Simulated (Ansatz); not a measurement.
The first iterations of a band of CH₃N₂O (7 atoms, charge -1, multiplicity 1).

Method: Ansatz 0.2.0, RKS r2SCAN-D4/def2-SVP.

```yaml
movable_images: 7
climbing_image: yes
spring: 5.0 eV/Å²
optimiser: quadratic models (default)
start_path: through a guess of the saddle point
force_threshold: 0.03 eV/Å
iteration_limit: 60
end_points: relaxed
```

Image 0:

```xyz
7
Properties=species:S:1:pos:R:3
N -0.852 1.014 -0.324
C -0.233 -0.156 -0.297
N 1.074 -0.091 0.349
O -0.562 -1.288 -0.739
H -1.717 0.828 -0.849
H 1.067 0.670 1.028
H 1.223 -0.977 0.832
```

Image 8:

```xyz
7
Properties=species:S:1:pos:R:3
N -0.961 0.953 -0.172
C -0.291 -0.189 -0.216
N 0.749 -0.274 0.804
O -0.406 -1.199 -0.958
H -1.681 0.847 -0.899
H 1.523 -0.808 0.410
H 1.066 0.669 1.031
```

| iteration | highest image above the first end (eV) | largest band force component (eV/Å) |
| --- | --- | --- |
| 1 | 37.474 | 187.366 |
| 2 | 19.619 | 96.697 |
| 3 | 8.727 | 43.389 |

Task: Does the band converge within its limit, and where does its top end?

Result: It converged. It ended after 11 iterations with the highest image 0.355 eV above the first end. A vibrational analysis at the climbing image gives one clearly imaginary mode, 235i cm⁻¹: a first-order saddle point. Limits of this set-up: an anion without diffuse functions, the dipole of an ion depends on the origin.

The run took 4.1 min on 1 thread of Arm Neoverse V1, with other jobs on the host, peak memory 0.13 GiB.
